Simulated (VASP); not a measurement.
Write the native input for VASP 6.6.1 that does the following.

```yaml
Task: single point
Functional: PBE
Potentials_or_basis: VASP PAW PBE potentials, release 64 (Pb_d, F)
Cutoff: 520 eV
k_mesh: 3 × 5 × 3
Occupations: fermi-dirac, width 0.02 eV
Spin: no spin polarisation
Dipole_correction: no
Further_INCAR_settings: ALGO = Fast; EDIFF = 1e-07; NBANDS = 68
```

The structure of PbF2 lies in POSCAR:

```
PbF2
1.0
    6.4400000000      0.0000000000      0.0000000000
    0.0000000000      3.8990000000      0.0000000000
    0.0000000000      0.0000000000      7.6510000000
Pb F
4 8
Direct
    0.2556530546      0.2500000000      0.1049836709
    0.2443469454      0.7500000000      0.6049836709
    0.7556530546      0.2500000000      0.3950163291
    0.7443469454      0.7500000000      0.8950163291
    0.8591749973      0.2500000000      0.0675376107
    0.6408250027      0.7500000000      0.5675376107
    0.3591749973      0.2500000000      0.4324623893
    0.1408250027      0.7500000000      0.9324623893
    0.4749521863      0.2500000000      0.8440020086
    0.0250478137      0.7500000000      0.3440020086
    0.9749521863      0.2500000000      0.6559979914
    0.5250478137      0.7500000000      0.1559979914
```

The cell isn't the ideal one: ions relaxed at fixed cell.

The input as run:

INCAR

```
SYSTEM = PbF2
PREC = Accurate
ENCUT = 520
EDIFF = 1E-7
ISMEAR = -1
SIGMA = 0.02
LREAL = .FALSE.
LASPH = .TRUE.
NELM = 100
ALGO = Fast
ISIF = 2
LWAVE = .FALSE.
LCHARG = .FALSE.
GGA = PE
NBANDS = 68
```

KPOINTS

```
regular mesh
0
G
  3 5 3
  0 0 0
```

Potentials or basis: VASP PAW PBE potentials, release 64 (Pb_d, F).

Run with:

```bash
$ cat potpaw_PBE.64/Pb_d/POTCAR potpaw_PBE.64/F/POTCAR > POTCAR
$ mpirun -np 1 vasp_std > vasp.out
```

It gave:

* Pressure: 2.6 GPa
* Largest force: 0.020 eV/Å
* Band gap on the k mesh: 4.31 eV, indirect (least direct gap 4.56 eV)

Caveat: spin-orbit coupling is left out, which as a rule narrows the gap of such compounds by several tenths of an eV; an odd mesh through Γ misses points on the zone boundary, where band edges often lie.

It took 3.1 min on 1 thread of Intel(R) Xeon(R) Platinum 8488C (Sapphire Rapids) (shared host), peak memory 0.34 GiB.
